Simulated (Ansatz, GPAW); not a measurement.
Given: the input of a run of Ansatz 0.2.0 on TaN. The cell comes from a database or a generator and needn't be the stable form of this composition.

Contents of input.yaml:

```yaml
crystal:
  lattice:
    - [0.0, 2.211323, 2.211323]
    - [2.211323, 0.0, 2.211323]
    - [2.211323, 2.211323, 0.0]
  atoms:
    - { symbol: Ta, position: [0.5, 0.5, 0.5] }
    - { symbol: "N", position: [0.0, 0.0, 0.0] }
kpoints:
  mp_grid: { grid: [10, 10, 10] }
scf:
  occupations: { method: gaussian, width: 0.017 }
hamiltonian:
  xc: pbe
  pseudopotentials: { kind: all_electron, lapw: { basis_error: 0.001 } }
output:
  forces: true
  stress: true
  eigenvalues: true
```

Potentials or basis: all-electron LAPW, scalar-relativistic.

Command:

```bash
$ ansatz run input.yaml --threads 1 --pin off --max-ram 3072MiB --backend cpu --events-out ev --progress --plain --runs-dir out
```

Q: Set up the same calculation for GPAW 26.7.0 (ASE script). Potentials or basis there: GPAW PAW data sets (gpaw-data 1.2.1), cutoff 800 eV.

A: As run (cutoffs and basis follow the program's own potentials, and thresholds, step limits or extra output files can differ):

File run.py:

```python
from ase.dft.bandgap import bandgap
from ase.io import read, write
from ase.units import GPa
from gpaw import GPAW, PW

atoms = read('POSCAR')

calc = GPAW(mode=PW(800),
            xc='PBE',
            kpts={'size': (10, 10, 10), 'gamma': True},
            occupations={'name': 'methfessel-paxton', 'order': 0, 'width': 0.017},
            nbands=19,
            convergence={'density': 1e-05, 'energy': 1e-05},
            maxiter=150,
            txt='gpaw.txt')
atoms.calc = calc
energy = atoms.get_potential_energy()
forces = atoms.get_forces()
stress = atoms.get_stress()
calc.write('gs.gpw')
write('result.traj', atoms)
print(f'Energy: {energy:.6f} eV')
print('Forces (eV/A):')
print(forces.round(4))
print('Stress (GPa):', (stress / GPa).round(3))
print('Fermi level:', round(calc.get_fermi_level(), 4), 'eV')
print(f'Gap: {bandgap(calc)[0]:.4f} eV, direct: {bandgap(calc, direct=True)[0]:.4f} eV')
```

Contents of POSCAR:

```
TaN
1.0
    0.0000000000      2.2113230000      2.2113230000
    2.2113230000      0.0000000000      2.2113230000
    2.2113230000      2.2113230000      0.0000000000
Ta N
1 1
Direct
    0.5000000000      0.5000000000      0.5000000000
    0.0000000000      0.0000000000      0.0000000000
```

Potentials or basis: GPAW PAW data sets (gpaw-data 1.2.1), pw.

Launch:

```console
$ OMP_NUM_THREADS=1 python run.py
```

Both were run:

|  | Ansatz | GPAW |
| --- | --- | --- |
| Pressure | -1.2 GPa | -1.6 GPa |

Where Ansatz's input types no cutoff or centring, it takes its own default and a Γ-centred mesh.

Pressure is positive in compression.
